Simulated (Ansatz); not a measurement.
Every step of a relaxation of P (fcc type)

DFT, PBE, PAW with Ansatz's default frozen-core files, scalar-relativistic (Ansatz 0.2.0); a Γ-centred 17×17×17 k mesh, Fermi–Dirac smearing of 0.08 eV, no spin polarisation. The run relaxes cell and atoms at a target pressure of 0 GPa.

Command: `ansatz run input.yaml --threads 1 --pin off --max-ram 3584MiB --backend cpu --events-out ev --progress --plain --runs-dir out` It took 3 s on 1 thread of Arm Neoverse V2 (shared host), peak memory 0.27 GiB.

PAW: frozen-core files, cutoff 420 eV; forces are relaxed below 0.005 eV/Å.

Each step lists its free energy a cell above the last geometry, the pressure, the cell vectors (Å), and Cartesian positions (Å) with forces (eV/Å).

The first step:

```
step 1  dF = 3.98 meV  P = -2.57 GPa
  cell 0.0000 1.9574 1.9574  1.9574 0.0000 1.9574  1.9574 1.9574 0.0000
  P 0.0000 0.0000 0.0000   0.0000 0.0000 0.0000
```

Q: Where does the relaxation end, and by which steps?

A: After 3 geometries, with conventional a, b, c = 3.873, 3.873, 3.873 Å, at 14.521 Å³/atom (-3.19 % against the start) in space group Fm-3m, with a shortest distance of 2.738 Å. The further steps:
```
step 2  dF = 0.23 meV  P = -0.61 GPa
  cell 0.0000 1.9413 1.9413  1.9413 0.0000 1.9413  1.9413 1.9413 0.0000
  P 0.0000 0.0000 0.0000   0.0000 0.0000 0.0000
step 3  dF = 0.00 meV  P = 0.02 GPa
  cell 0.0000 1.9364 1.9364  1.9364 0.0000 1.9364  1.9364 1.9364 0.0000
  P 0.0000 0.0000 0.0000   0.0000 0.0000 0.0000
step 4  dF = 0.06 meV  P = 0.01 GPa  (same geometry on a basis chosen anew; earlier energies don't compare to the last digit)
  cell 0.0000 1.9364 1.9364  1.9364 0.0000 1.9364  1.9364 1.9364 0.0000
  P 0.0000 0.0000 0.0000   0.0000 0.0000 0.0000
```
